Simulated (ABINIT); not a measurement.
Ge:

```
Ge
1.0
    -2.49590    2.65086    1.43695
     2.49590   -2.65086    1.43695
     2.49590    2.65086   -1.43695
Ge
2
Direct
  0.31406 0.06406 0.25000
  0.68594 0.93594 0.75000
```

This isn't the form of Ge at room conditions, which is diamond.

```yaml
Program: ABINIT 10.8.3 (patched build)
Task: relaxation of cell and atoms
Functional: r2SCAN
Potentials_or_basis: JTH PAW PBE v2.0
Cutoff: 707 eV
k_mesh: 7 × 7 × 7
Occupations: fermi-dirac, width 0.05 eV
Spin: no spin polarisation
```

At the start: pressure -1.6 GPa; volume 19.01 Å³/atom.

Task: Where does the relaxation end?

Result: Over 8 steps the energy falls by 17.6 meV/atom and the volume is 18.69 Å³/atom (-1.7 %); space group Imma (No. 74, to 0.05 Å).

The path:
| step | energy change (eV) | largest force (eV/Å) | pressure (GPa) | volume (Å³) |
| --- | --- | --- | --- | --- |
| 1 | 0.0000 | 0.1034 | -1.65 | 38.03 |
| 2 | -0.0039 | 0.1107 | -1.28 | 37.84 |
| 3 | -0.0137 | 0.1745 | 1.09 | 36.84 |
| 4 | -0.0223 | 0.1311 | 0.51 | 37.06 |
| 5 | -0.0298 | 0.0598 | 0.32 | 37.18 |
| 6 | -0.0345 | 0.0107 | -0.16 | 37.46 |
| 7 | -0.0351 | 0.0018 | 0.07 | 37.35 |
| 8 | -0.0351 | 0.0002 | 0.01 | 37.38 |

Final structure:
```xyz
2
Lattice="-2.5375 2.5666 1.4350 2.5375 -2.5666 1.4350 2.5375 2.5666 -1.4350" Properties=species:S:1:pos:R:3 pbc="T T T"
Ge    0.0000    1.2833    0.3166
Ge    2.5375    1.2833    1.1183
```

Caveat: the k mesh is coarse (spacing up to 0.36 Å⁻¹), so the values aren't converged; the PAW data sets were made with another functional, which shifts forces and pressure a little.
